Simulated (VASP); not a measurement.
# C (P6_3/mmc) in VASP: notebook

Runs on C. Level: r2SCAN. Tasks: single point.

Everything below comes from runs of VASP 6.6.1. Logs are shortened: lines on timing, memory, paths and dates and some standing lists are left out, and cuts for length are marked.

### Step 1. The cell of the first run

It takes space group P6_3/mmc (No. 194, hexagonal). The conventional cell has a = 2.510 Å, b = 2.510 Å, c = 4.160 Å, α = 90.00°, β = 90.00°, γ = 120.00°. Around C (site symmetry 3m) lie 4 C at 1.52 to 1.62 Å.

The cell was built by a generator and needn't be a form met in nature.

### Step 2. Single point, r2SCAN (bond along c 1.62 Å in the measured cell)

POSCAR reads:

```
C
1.0
    2.5100000000      0.0000000000      0.0000000000
   -1.2550000000      2.1737237635      0.0000000000
    0.0000000000      0.0000000000      4.1600000000
C
4
Direct
    0.3333333333      0.6666666667      0.0552884600
    0.6666666667      0.3333333333      0.5552884600
    0.6666666667      0.3333333333      0.9447115400
    0.3333333333      0.6666666667      0.4447115400
```

INCAR.step1 reads:

```
SYSTEM = C
PREC     = Accurate       ! precision mode
ENCUT    = 520            ! plane-wave cutoff, eV
ISMEAR   = 0              ! smearing method
SIGMA    = 0.01           ! smearing width, eV
LREAL    = .False.        ! projectors in reciprocal space
LASPH    = .True.         ! aspherical terms in the spheres
NELM     = 100            ! most SCF steps
NBANDS   = 16             ! bands
GGA      = PE             ! functional
ALGO     = Normal         ! electronic algorithm
EDIFF    = 1E-4           ! SCF threshold, eV
LWAVE    = .True.         ! write WAVECAR
LCHARG   = .False.        ! write CHGCAR
```

INCAR.step2 reads:

```
SYSTEM = C
PREC     = Accurate       ! precision mode
ENCUT    = 520            ! plane-wave cutoff, eV
EDIFF    = 1E-6           ! SCF threshold, eV
ISMEAR   = 0              ! smearing method
SIGMA    = 0.01           ! smearing width, eV
LREAL    = .False.        ! projectors in reciprocal space
LASPH    = .True.         ! aspherical terms in the spheres
NELM     = 100            ! most SCF steps
ALGO     = Normal         ! electronic algorithm
ISIF     = 2              ! what is computed and relaxed
LWAVE    = .False.        ! write WAVECAR
LCHARG   = .False.        ! write CHGCAR
METAGGA  = R2SCAN         ! meta-GGA
LMIXTAU  = .True.       
NBANDS   = 16             ! bands
ISTART   = 1
```

KPOINTS reads:

```
Automatic mesh
0
Gamma
  12 12 8
  0 0 0
```

Potentials or basis: VASP PAW PBE potentials, release 64 (C).

The run is started by

```
> cat potpaw_PBE.64/C/POTCAR > POTCAR
> cp INCAR.step1 INCAR
> mpirun -np 1 vasp_std > vasp.out
> cp INCAR.step2 INCAR
> mpirun -np 1 vasp_std > vasp.out
```

OUTCAR:

```text
SYSTEM = C
   PREC = Accurate
   ENCUT = 520
   EDIFF = 1E-6
   ISMEAR = 0
   LREAL = .False.
   LASPH = .True.
   NELM = 100
   ISIF = 2
   METAGGA = R2SCAN
   ISTART = 1

 ion  position               nearest neighbor table
   1  0.333  0.667  0.055-   3 1.52   3 1.52   3 1.52   4 1.62
   2  0.667  0.333  0.555-   4 1.52   4 1.52   4 1.52   3 1.62
   3  0.667  0.333  0.945-   1 1.52   1 1.52   1 1.52   2 1.62
   4  0.333  0.667  0.445-   2 1.52   2 1.52   2 1.52   1 1.62

  LATTYP: Found a hexagonal cell.
 ALAT       =     2.5100000000
 C/A-ratio  =     1.6573705179

  Lattice vectors:

 A1 = (   2.5100000000,   0.0000000000,   0.0000000000)
 A2 = (  -1.2550000000,   2.1737237635,   0.0000000000)
 A3 = (   0.0000000000,   0.0000000000,   4.1600000000)

Analysis of symmetry for initial positions (statically):
=====================================================================
 Subroutine PRICEL returns:
 Original cell was already a primitive cell.

 Routine SETGRP: Setting up the symmetry group for a
 hexagonal supercell.

 Subroutine GETGRP returns: Found 24 space group operations
 (whereof 12 operations were pure point group operations)
 out of a pool of 24 trial point group operations.

The static configuration has the point symmetry D_3d.
 The point group associated with its full space group is D_6h.

Analysis of symmetry for dynamics (positions and initial velocities):
=====================================================================
 Subroutine PRICEL returns:
 Original cell was already a primitive cell.

 Routine SETGRP: Setting up the symmetry group for a
 hexagonal supercell.

 Subroutine GETGRP returns: Found 24 space group operations
 (whereof 12 operations were pure point group operations)
 out of a pool of 24 trial point group operations.

The dynamic configuration has the point symmetry D_3d.
 The point group associated with its full space group is D_6h.

 Subroutine INISYM returns: Found 24 space group operations
 (whereof 12 operations are pure point group operations),
 and found     1 'primitive' translations

----------------------------------------------------------------------------------------

                                     Primitive cell

  volume of cell :      22.6972

  direct lattice vectors                    reciprocal lattice vectors
     2.510000000  0.000000000  0.000000000     0.398406375  0.230020028  0.000000000
    -1.255000000  2.173723763  0.000000000     0.000000000  0.460040055  0.000000000
     0.000000000  0.000000000  4.160000000     0.000000000  0.000000000  0.240384615

  length of vectors
     2.510000000  2.510000000  4.160000000     0.460040055  0.460040055  0.240384615

  position of ions in fractional coordinates (direct lattice)
     0.333333333  0.666666667  0.055288460
     0.666666667  0.333333333  0.555288460
     0.666666667  0.333333333  0.944711540
     0.333333333  0.666666667  0.444711540

  ion indices of the primitive-cell ions
   primitive index   ion index
                 1           1
                 2           2
                 3           3
                 4           4

----------------------------------------------------------------------------------------

 KPOINTS: Automatic mesh

Automatic generation of k-mesh.
 Grid dimensions read from file:
 generate k-points for:   12   12    8

 Generating k-lattice:

  Cartesian coordinates                     Fractional coordinates (reciprocal lattice)
     0.033200531  0.019168336  0.000000000     0.083333333  0.000000000  0.000000000
     0.000000000  0.038336671  0.000000000     0.000000000  0.083333333  0.000000000
     0.000000000  0.000000000  0.030048077     0.000000000  0.000000000  0.125000000

  Length of vectors
     0.038336671  0.038336671  0.030048077

  Shift w.r.t. Gamma in fractional coordinates (k-lattice)
     0.000000000  0.000000000  0.000000000

 Subroutine IBZKPT returns following result:
 ===========================================

 Found     95 irreducible k-points:

 Following reciprocal coordinates:
            Coordinates               Weight
  0.000000  0.000000  0.000000      1.000000
  0.083333 -0.000000  0.000000      6.000000
  0.166667 -0.000000  0.000000      6.000000
  0.250000 -0.000000  0.000000      6.000000
  0.333333 -0.000000  0.000000      6.000000
  0.416667 -0.000000  0.000000      6.000000
[... 16 lines left out ...]
  0.250000 -0.000000  0.125000     12.000000
  0.333333 -0.000000  0.125000     12.000000
 [... further k-points ...]
   k-points           NKPTS =     95   k-points in BZ     NKDIM =     95   number of bands    NBANDS=     16
   number of dos      NEDOS =    301   number of ions     NIONS =      4
   total plane-waves  NPLWV =  12800
   dimension x,y,z NGX =    20 NGY =   20 NGZ =   32
   dimension x,y,z NGXF=    40 NGYF=   40 NGZF=   64
   ions per type =               4
   NGX,Y,Z   is equivalent  to a cutoff of  13.25, 13.25, 12.79 a.u.
   NGXF,Y,Z  is equivalent  to a cutoff of  26.49, 26.49, 25.58 a.u.
 SYSTEM =  C
   PREC   = accura    normal or accurate (medium, high low for compatibility)
   ISTART =      1    job   : 0-new  1-cont  2-samecut
   ICHARG =      0    charge: 1-file 2-atom 10-const
   ISPIN  =      1    spin polarized calculation?
   LNONCOLLINEAR =      F non collinear calculations
   LSORBIT =      F    spin-orbit coupling
   LASPH  =      T    aspherical Exc in radial PAW
   ENCUT  =  520.0 eV  38.22 Ry    6.18 a.u.   4.67  4.67  7.73*2*pi/ulx,y,z
   NELM   =    100;   NELMIN=  2; NELMDL=  0     # of ELM steps
   EDIFF  = 0.1E-05   stopping-criterion for ELM
   LREAL  =      F    real-space projection
   EDIFFG = 0.1E-04   stopping-criterion for IOM
   NSW    =      0    number of steps for IOM
   IBRION =     -1    ionic relax: 0-MD 1-quasi-New 2-CG
   NFREE  =      0    steps in history (QN), initial steepest desc. (CG)
   ISIF   =      2    stress and relaxation
   ISYM   =      2    0-nonsym 1-usesym 2-fastsym
   POTIM  = 0.5000    time-step for ionic-motion
   TEBEG  =    0.0;   TEEND  =   0.0 temperature during run
   PSTRESS=    0.0 pullay stress
   NELECT =      16.0000    total number of electrons
   NUPDOWN=      -1.0000    fix difference up-down
   EMIN   =  10.00;   EMAX   =-10.00  energy-range for DOS
   EFERMI =   0.00;   METHOD = LEGACY
   ISMEAR =     0;   SIGMA  =   0.01  broadening in eV -4-tet -1-fermi 0-gaus
   EFERMI_NEDOS =   21; number of points for ismear=-14 and -15
   IALGO  =     38    algorithm
   IMIX   =      4    mixing-type and parameters
     AMIX     =   0.40;   BMIX     =  1.00
     AMIX_MAG =   1.60;   BMIX_MAG =  1.00
  volume/ion in A,a.u.               =       5.67        38.29
  Fermi-wavevector in a.u.,A,eV,Ry     =   1.456994  2.753319 28.882866  2.122831
  Thomas-Fermi vector in A             =   2.573847
   LORBIT       =      0    0 simple, 1 ext, 2 COOP (PROOUT), +10 PAW based schemes
   METAGGA = R2SCAN    functional components
   LHFCALC =     F    Hartree Fock is set to
   AEXX    =    0.0000 exact exchange contribution
   IVDW    =     0    specifies the selected vdW correction
   LEPSILON=     F    determine dielectric tensor
   LRPA    =     F    only Hartree local field effects (RPA)
 non-spin polarized calculation
 Gauss-broadening in eV      SIGMA  =   0.01
  energy-cutoff  :      520.00
  volume of cell :       22.70
 maximum number of plane-waves:       622
 NGX is ok and might be reduce to    20
   NGX =  9   NGY =  9   NGZ = 15

 number of electron      16.0000002 magnetization

 Free energy of the ion-electron system (eV)
  ---------------------------------------------------
  ext. energy  EPLUGINS =         0.00000000
  ---------------------------------------------------
  free energy    TOTEN  =       -39.06843993 eV

  energy without entropy =      -39.06843993  energy(sigma->0) =      -39.06843993

 E-fermi :  10.7166     XC(G=0): -14.2457

 val. band max:       10.6421406184   @ k =   0.0000   0.0000   0.0000
 cond. band min:      14.3774603320   @ k =   0.3333   0.3333   0.0000
 fundamental gap:      3.7353197136
 Fermi energy:        10.7165840853

 k-point     1 :       0.0000    0.0000    0.0000
  band No.  band energies     occupation
      1     -13.0250      2.00000
      2      -7.4050      2.00000
      3      -3.9366      2.00000
      4       6.4995      2.00000
      5       6.4995      2.00000
      6       9.4563      2.00000
[... 8 lines left out ...]
     15      24.7222      0.00000
     16      28.1792      0.00000

 k-point     2 :       0.0833   -0.0000    0.0000
  band No.  band energies     occupation
      1     -12.8455      2.00000
      2      -7.2431      2.00000
      3      -3.7667      2.00000
      4       5.5939      2.00000
      5       6.1263      2.00000
      6       8.7060      2.00000
[... 8 lines left out ...]
     15      24.9725      0.00000
     16      27.9135      0.00000

 k-point     3 :       0.1667   -0.0000    0.0000
  band No.  band energies     occupation
      1     -12.3095      2.00000
      2      -6.7589      2.00000
      3      -3.2692      2.00000
      4       3.4846      2.00000
      5       5.2739      2.00000
      6       6.9345      2.00000
[... 8 lines left out ...]
     15      25.7449      0.00000
     16      26.1848      0.00000

 k-point     4 :       0.2500   -0.0000    0.0000
  band No.  band energies     occupation
      1     -11.4244      2.00000
      2      -5.9580      2.00000
      3      -2.5113      2.00000
      4       1.0138      2.00000
      5       4.3496      2.00000
      6       4.7655      2.00000
[... 8 lines left out ...]
     15      25.2838      0.00000
     16      25.9071      0.00000
[... 324 lines left out ...]
 k-point    22 :       0.1667   -0.0000    0.1250
  band No.  band energies     occupation
      1     -12.1992      2.00000
      2      -7.3815      2.00000
      3      -2.4607      2.00000
      4       3.5776      2.00000
      5       5.3614      2.00000
      6       6.7001      2.00000
[... 8 lines left out ...]
     15      25.6513      0.00000
     16      26.2995      0.00000

 k-point    23 :       0.2500   -0.0000    0.1250
  band No.  band energies     occupation
      1     -11.3150      2.00000
      2      -6.5627      2.00000
      3      -1.7522      2.00000
      4       1.1312      2.00000
      5       4.4392      2.00000
      6       4.4813      2.00000
[... 8 lines left out ...]
     15      24.7184      0.00000
     16      26.3380      0.00000

 k-point    24 :       0.3333   -0.0000    0.1250
  band No.  band energies     occupation
      1     -10.1015      2.00000
      2      -5.4427      2.00000
      3      -1.9526      2.00000
      4      -0.1684      2.00000
      5       2.2185      2.00000
      6       3.6806      2.00000
[... 8 lines left out ...]
     15      25.7594      0.00000
     16      27.4212      0.00000

 [... further k-points ...]

------------------------ aborting loop because EDIFF is reached ----------------------------------------

  FORCE on cell =-STRESS in cart. coord.  units (eV):
  Direction    XX          YY          ZZ          XY          YZ          ZX
  --------------------------------------------------------------------------------------
  -------------------------------------------------------------------------------------
  Total       -0.1577589     -0.1577589      1.0099902      0.0000000      0.0000000      0.0000000
  in kB      -11.1360968    -11.1360968     71.2945530      0.0000000      0.0000000      0.0000000
  external PRESSURE =      16.3407865 kB  Pullay stress =       0.0000000 kB

 VOLUME and BASIS-vectors are now :
 -----------------------------------------------------------------------------
  energy-cutoff  :      520.00
  volume of cell :       22.70
      direct lattice vectors                 reciprocal lattice vectors
     2.510000000  0.000000000  0.000000000     0.398406375  0.230020028  0.000000000
    -1.255000000  2.173723763  0.000000000     0.000000000  0.460040055  0.000000000
     0.000000000  0.000000000  4.160000000     0.000000000  0.000000000  0.240384615

 POSITION                                       TOTAL-FORCE (eV/Angst)
 -----------------------------------------------------------------------------------
     -0.00000      1.44915      0.23000         0.000000     -0.000000      2.092784
      1.25500      0.72457      2.31000        -0.000000     -0.000000      2.092784
      1.25500      0.72457      3.93000         0.000000      0.000000     -2.092784
     -0.00000      1.44915      1.85000         0.000000      0.000000     -2.092784
 -----------------------------------------------------------------------------------
    total drift:                               -0.000000      0.000000     -0.000000

  FREE ENERGIE OF THE ION-ELECTRON SYSTEM (eV)
  ---------------------------------------------------
  free  energy   TOTEN  =       -39.0684399276 eV

  energy  without entropy=      -39.0684399276  energy(sigma->0) =      -39.06843993
```

It took 47 s on 1 thread of Intel Xeon 6975P-C (Granite Rapids), shared host; peak memory 0.14 GiB.

What came out:

- Free energy: -39.0684 eV
- Pressure: 1.6 GPa
- Largest force: 2.093 eV/Å
- Band gap on the k mesh: 3.74 eV, indirect (least direct gap 4.08 eV)

Forces in eV/Å, atoms in the order of the input:
```
C    0.000  0.000  2.093
C    0.000  0.000  2.093
C    0.000  0.000 -2.093
C    0.000  0.000 -2.093
```

Levels at points of the mesh, in eV from the valence-band top:
```
           k point  band 5  band 6  band 7  band 8  band 9  band 10  band 11  band 12
(0.00, 0.00, 0.00)   -4.14   -1.19   -1.19    0.00    4.08     4.85     4.85     7.52
(0.50, 0.00, 0.00)   -9.92   -7.71   -6.28   -4.50    3.87     7.65     8.93     9.13
(0.00, 0.00, 0.50)   -2.91   -2.91   -2.91   -2.91    6.96     6.96     6.96     6.96
(0.50, 0.00, 0.50)   -6.36   -6.36   -5.25   -5.25    5.17     5.17     6.07     6.07
```

Caveat: the PAW data sets were made with another functional, which shifts forces and pressure a little.

### Step 3. Single point, r2SCAN (bond along c 1.5 Å in the measured cell)

POSCAR reads:

```
C
1.0
    2.5100000000      0.0000000000      0.0000000000
   -1.2550000000      2.1737237635      0.0000000000
    0.0000000000      0.0000000000      4.1600000000
C
4
Direct
    0.3333333333      0.6666666667      0.0697115400
    0.6666666667      0.3333333333      0.5697115400
    0.6666666667      0.3333333333      0.9302884600
    0.3333333333      0.6666666667      0.4302884600
```

INCAR.step1 reads:

```
SYSTEM = C
PREC = Accurate
ENCUT = 520
ISMEAR = 0
SIGMA = 0.01
LREAL = .False.
LASPH = .True.
NELM = 100
NBANDS = 16
GGA = PE
ALGO = Normal
EDIFF = 1E-4
LWAVE = .True.
LCHARG = .False.
```

INCAR.step2 reads:

```
SYSTEM = C
PREC = Accurate
ENCUT = 520
EDIFF = 1E-6
ISMEAR = 0
SIGMA = 0.01
LREAL = .False.
LASPH = .True.
NELM = 100
ALGO = Normal
ISIF = 2
LWAVE = .False.
LCHARG = .True.
METAGGA = R2SCAN
LMIXTAU = .True.
LELF = .True.
LVHAR = .True.
NBANDS = 16
ISTART = 1
```

KPOINTS reads:

```
regular mesh
0
Gamma
  12 12 8
  0 0 0
```

Potentials or basis: VASP PAW PBE potentials, release 64 (C).

The run is started by

```
> cat potpaw_PBE.64/C/POTCAR > POTCAR
> cp INCAR.step1 INCAR
> mpirun -np 1 vasp_std > vasp.out
> cp INCAR.step2 INCAR
> mpirun -np 1 vasp_std > vasp.out
```

Wall time 43 s (1 thread of Intel Xeon 6975P-C (Granite Rapids), shared host); peak memory 0.14 GiB.

The run converged. Its results:

```yaml
Free_energy: -39.0687 eV
Pressure: 0.1 GPa
Largest_force: 2.396 eV/Å
Band_gap_on_the_k_mesh: 2.24 eV, indirect (least direct gap 4.16 eV)
```

Forces in eV/Å, atoms in the order of the input:
```
C    0.000  0.000 -2.396
C    0.000  0.000 -2.396
C    0.000  0.000  2.396
C    0.000  0.000  2.396
```

Stress tensor (GPa, compression positive):
```
-2.91  0.00  0.00
 0.00 -2.91  0.00
 0.00  0.00  6.17
```

Levels at points of the mesh, in eV from the valence-band top:
```
           k point  band 5  band 6  band 7  band 8  band 9  band 10  band 11  band 12
(0.00, 0.00, 0.00)   -3.73   -2.10    0.00    0.00    4.16     4.16     6.16     7.89
(0.50, 0.00, 0.00)  -10.80   -7.37   -7.25   -3.33    4.20     7.06     7.06     8.61
(0.00, 0.00, 0.50)   -2.32   -2.32   -2.32   -2.32    6.99     6.99     6.99     6.99
(0.50, 0.00, 0.50)   -6.07   -6.07   -5.70   -5.70    5.43     5.43     6.81     6.81
```

Caveat: the PAW data sets were made with another functional, which shifts forces and pressure a little. A k mesh can miss the band edges.
